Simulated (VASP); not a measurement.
# CdSe (F-43m) in VASP: settings compared, part 2 of 2

VASP 6.6.1.

## Step 5: Relaxation of cell and atoms, r2SCAN

This run uses another cell than the first one, of 28.94 Å³/atom, 0.966 times its volume.

INCAR reads:

```
SYSTEM = CdSe
PREC     = Accurate       ! precision mode
ENCUT    = 600            ! plane-wave cutoff, eV
EDIFF    = 1E-6           ! SCF threshold, eV
ISMEAR   = 0              ! smearing method
SIGMA    = 0.03           ! smearing width, eV
LREAL    = .FALSE.        ! projectors in reciprocal space
LASPH    = .TRUE.         ! aspherical terms in the spheres
NELM     = 80             ! most SCF steps
ALGO     = Normal         ! electronic algorithm
ISIF     = 3              ! what is computed and relaxed
LWAVE    = .FALSE.        ! write WAVECAR
LCHARG   = .FALSE.        ! write CHGCAR
METAGGA  = R2SCAN         ! meta-GGA
LMIXTAU  = .TRUE.       
IBRION   = 2              ! ionic algorithm
NSW      = 90             ! ionic steps
EDIFFG   = -0.01          ! ionic threshold
```

KPOINTS reads:

```
regular mesh
0
G
  8 8 8
  0 0 0
```

POSCAR reads:

```
CdSe
1.0
    0.0000000000      3.0702711986      3.0702711986
    3.0702711986      0.0000000000      3.0702711986
    3.0702711986      3.0702711986      0.0000000000
Cd Se
1 1
Direct
    0.0000000000      0.0000000000      0.0000000000
    0.7500000000      0.7500000000      0.7500000000
```

Potentials or basis: VASP PAW PBE potentials, release 64 (Cd, Se).

Command:

```bash
> cat potpaw_PBE.64/Cd/POTCAR potpaw_PBE.64/Se/POTCAR > POTCAR
> mpirun -np 1 vasp_std > vasp.out
```

OUTCAR:

```text
SYSTEM = CdSe
   PREC = Accurate
   ENCUT = 600
   EDIFF = 1E-6
   ISMEAR = 0
   LREAL = .FALSE.
   LASPH = .TRUE.
   NELM = 80
   ISIF = 3
   METAGGA = R2SCAN
   IBRION = 2
   NSW = 90
   EDIFFG = -0.01

 ion  position               nearest neighbor table
   1  0.000  0.000  0.000-   2 2.66   2 2.66   2 2.66   2 2.66
   2  0.750  0.750  0.750-   1 2.66   1 2.66   1 2.66   1 2.66

  LATTYP: Found a face centered cubic cell.
 ALAT       =     6.1405423972

  Lattice vectors:

 A1 = (   0.0000000000,   3.0702711986,   3.0702711986)
 A2 = (   3.0702711986,   0.0000000000,   3.0702711986)
 A3 = (   3.0702711986,   3.0702711986,   0.0000000000)

Analysis of symmetry for initial positions (statically):
=====================================================================
 Subroutine PRICEL returns:
 Original cell was already a primitive cell.

 Routine SETGRP: Setting up the symmetry group for a
 face centered cubic supercell.

 Subroutine GETGRP returns: Found 24 space group operations
 (whereof 24 operations were pure point group operations)
 out of a pool of 48 trial point group operations.

The static configuration has the point symmetry T_d .

[... 169 lines left out ...]
 k-point     1 :       0.0000    0.0000    0.0000
  band No.  band energies     occupation
      1     -12.4386      2.00000
      2      -7.6565      2.00000
      3      -7.6565      2.00000
      4      -7.6565      2.00000
      5      -7.2866      2.00000
      6      -7.2866      2.00000
      7       0.4193      2.00000
      8       0.4193      2.00000
      9       0.4193      2.00000
     10       1.4412      0.00000
     11       6.8914      0.00000
     12       6.8914      0.00000
     13       6.8914      0.00000
[... 354 lines left out ...]
  band No.  band energies     occupation
      1     -12.0280      2.00000
      2      -7.5259      2.00000
      3      -7.5050      2.00000
      4      -7.3041      2.00000
      5      -7.2709      2.00000
      6      -6.9209      2.00000
      7      -3.5852      2.00000
      8      -1.4842      2.00000
      9      -0.7543      2.00000
     10       4.6819      0.00000
     11       6.2397      0.00000
     12       7.7053      0.00000
     13       8.8703      0.00000

 [... further k-points ...]
[... 5 lines left out ...]
  --------------------------------------------------------------------------------------
  -------------------------------------------------------------------------------------
  Total        0.0040503      0.0040503      0.0040503      0.0000000      0.0000000      0.0000000
  in kB        0.1121073      0.1121073      0.1121073      0.0000000      0.0000000      0.0000000
  external PRESSURE =       0.1121073 kB  Pullay stress =       0.0000000 kB

 VOLUME and BASIS-vectors are now :
 -----------------------------------------------------------------------------
  energy-cutoff  :      600.00
  volume of cell :       57.88
      direct lattice vectors                 reciprocal lattice vectors
     0.000000000  3.070271199  3.070271199    -0.162852063  0.162852063  0.162852063
     3.070271199  0.000000000  3.070271199     0.162852063 -0.162852063  0.162852063
     3.070271199  3.070271199  0.000000000     0.162852063  0.162852063 -0.162852063

 POSITION                                       TOTAL-FORCE (eV/Angst)
 -----------------------------------------------------------------------------------
      0.00000      0.00000      0.00000        -0.000000     -0.000000     -0.000000
      4.60541      4.60541      4.60541         0.000000      0.000000      0.000000
 -----------------------------------------------------------------------------------
    total drift:                                0.000001      0.000001      0.000001

  FREE ENERGIE OF THE ION-ELECTRON SYSTEM (eV)
  ---------------------------------------------------
  free  energy   TOTEN  =       -35.9164278898 eV

  energy  without entropy=      -35.9164278898  energy(sigma->0) =      -35.91642789

 reached required accuracy - stopping structural energy minimisation
```

CONTCAR:

```text
CdSe
   1.00000000000000
     0.0000000000000000    3.0702711986000000    3.0702711986000000
     3.0702711986000000    0.0000000000000000    3.0702711986000000
     3.0702711986000000    3.0702711986000000    0.0000000000000000
  Cd              Se
     1     1
Direct
     0.0000000000000000    0.0000000000000000    0.0000000000000000
     0.7500000000000000    0.7500000000000000    0.7500000000000000

  0.00000000E+00  0.00000000E+00  0.00000000E+00
  0.00000000E+00  0.00000000E+00  0.00000000E+00
```

It took 58 s on 1 thread of Intel Xeon 6975P-C (Granite Rapids), shared host; peak memory 0.23 GiB.

What came out:

```yaml
Free_energy: -35.9164 eV
Pressure_after_relaxing: 0.0 GPa
Band_gap_on_the_k_mesh: 1.02 eV, direct
```

Final structure:
```yaml
crystal:
  lattice:
    - [0.00000, 3.07027, 3.07027]
    - [3.07027, 0.00000, 3.07027]
    - [3.07027, 3.07027, 0.00000]
  atoms:
    - { symbol: Cd, position: [0.00000, 0.00000, 0.00000] }
    - { symbol: Se, position: [0.75000, 0.75000, 0.75000] }
```

Levels at points of the mesh, in eV from the valence-band top:
```
           k point  band 5  band 6  band 7  band 8  band 9  band 10  band 11  band 12  band 13
(0.00, 0.00, 0.00)   -7.71   -7.71    0.00    0.00    0.00     1.02     6.47     6.47     6.47
(0.50, 0.00, 0.00)   -7.68   -7.42   -4.26   -0.72   -0.72     2.82     6.92     6.92     7.73
(0.50, 0.50, 0.00)   -7.65   -7.36   -3.95   -1.79   -1.79     3.51     4.13     9.55    10.79
```

Caveat: the relaxation stopped at its first step, so nothing moved; the PAW data sets were made with another functional, which shifts forces and pressure a little.

## Step 6: Relaxation of cell and atoms, r2SCAN

This run uses another cell than the first one, of 28.94 Å³/atom, 0.966 times its volume.

Edit INCAR of step 5 so:

```diff
@@ -3,3 +3,3 @@
 ENCUT    = 600            ! plane-wave cutoff, eV
-EDIFF    = 1E-6           ! SCF threshold, eV
+EDIFF    = 1E-7           ! SCF threshold, eV
 ISMEAR   = 0              ! smearing method
@@ -17,2 +17,2 @@
 NSW      = 90             ! ionic steps
-EDIFFG   = -0.01          ! ionic threshold
+EDIFFG   = -0.005         ! ionic threshold
```

KPOINTS is that of step 5.

POSCAR reads:

```
CdSe                                    
1.0
    0.0000000000      3.0702711986      3.0702711986
    3.0702711986      0.0000000000      3.0702711986
    3.0702711986      3.0702711986      0.0000000000
  Cd              Se            
     1     1
Direct
     0.0000000000000000    0.0000000000000000    0.0000000000000000
     0.7500000000000000    0.7500000000000000    0.7500000000000000
```

Potentials or basis: VASP PAW PBE potentials, release 64 (Cd, Se).

Command:

```bash
> cat potpaw_PBE.64/Cd/POTCAR potpaw_PBE.64/Se/POTCAR > POTCAR
> mpirun -np 1 vasp_std > vasp.out
```

It took 56 s on 1 thread of Intel Xeon 6975P-C (Granite Rapids), shared host; peak memory 0.23 GiB.

Results (log left out):

```
Free energy             : -35.9164 eV
Pressure after relaxing : 0.0 GPa
Band gap on the k mesh  : 1.02 eV, direct
```

Final structure:
```xyz
2
Lattice="0.0000 3.0703 3.0703 3.0703 0.0000 3.0703 3.0703 3.0703 0.0000" Properties=species:S:1:pos:R:3 pbc="T T T"
Cd    0.0000    0.0000    0.0000
Se    4.6054    4.6054    4.6054
```

Levels at points of the mesh, in eV from the valence-band top:
```tsv
k point	band 6	band 7	band 8	band 9	band 10	band 11	band 12	band 13
(0.00, 0.00, 0.00)	-7.71	0.00	0.00	0.00	1.02	6.47	6.47	6.47
(0.50, 0.00, 0.00)	-7.42	-4.26	-0.72	-0.72	2.82	6.92	6.92	7.73
(0.50, 0.50, 0.00)	-7.36	-3.95	-1.79	-1.79	3.51	4.13	9.55	10.79
```

Caveat: the relaxation stopped at its first step, so nothing moved; the PAW data sets were made with another functional, which shifts forces and pressure a little.
